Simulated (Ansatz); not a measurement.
# BaTiO$_{3}$: comparing deformations

All numbers below come from Ansatz 0.2.0, DFT PBE, scalar-relativistic, plane waves, PAW. Settings: plane waves to 420 eV, k-mesh 8×8×8 (Γ-centred), Gaussian smearing 0.05 eV. No spin polarisation. Energies are free energies at this smearing, counted from the undisturbed cell; pressure is positive in compression.

Zero of the scan (relaxed at this level; it needn't be the usual structure):

```
Ba Ti O
1.0
     4.01925    0.00000    0.00000
     0.00000    4.01925    0.00000
     0.00000    0.00000    4.01925
Ba Ti O
1 1 3
Cartesian
  2.0096 2.0096 2.0096
  0.0000 0.0000 0.0000
  2.0096 0.0000 0.0000
  0.0000 2.0096 0.0000
  0.0000 0.0000 2.0096
```

The cell is strained by ε times a Voigt pattern (xx, yy, zz, yz, xz, xy; engineering shear) with fractional coordinates fixed. τ = (1/V0) dE/dε comes from the stress tensor. Of each scan, only the three points used here are listed.

```
           pattern        ε  τ (GPa)
(0, 0, 0, 1, 0, 0)  -0.0100    -1.19
(0, 0, 0, 1, 0, 0)   0.0000     0.00
(0, 0, 0, 1, 0, 0)   0.0050     0.60
(0, 0, 1, 0, 0, 0)  -0.0150    -4.59
(0, 0, 1, 0, 0, 0)   0.0000     0.00
(0, 0, 1, 0, 0, 0)   0.0150     3.91
```

**Question.** Which constants do the scans give, and which deformation costs least for the same size of strain tensor?

**Answer.** The slope dτ/dε at zero (parabola through three points) is pᵀCp: (0, 0, 0, 1, 0, 0) gives C44 = 119 GPa; (0, 0, 1, 0, 0, 0) gives C11 = 283 GPa. The size of the strain tensor, ε:ε, is ε² times 0.5, 1.0. Per unit of it the stiffnesses are 239, 283 GPa, so (0, 0, 0, 1, 0, 0) is the softest of these: at ε:ε = (1 %)² the quadratic term costs 0.97 meV/atom against 1.15 for the stiffest. These are clamped-ion values.

Symmetry holds off the tilts and polar distortions that many cubic perovskites undergo.

Cost: 18 runs of about 2.5 core-minutes in all, on Arm Neoverse V2 (shared hosts).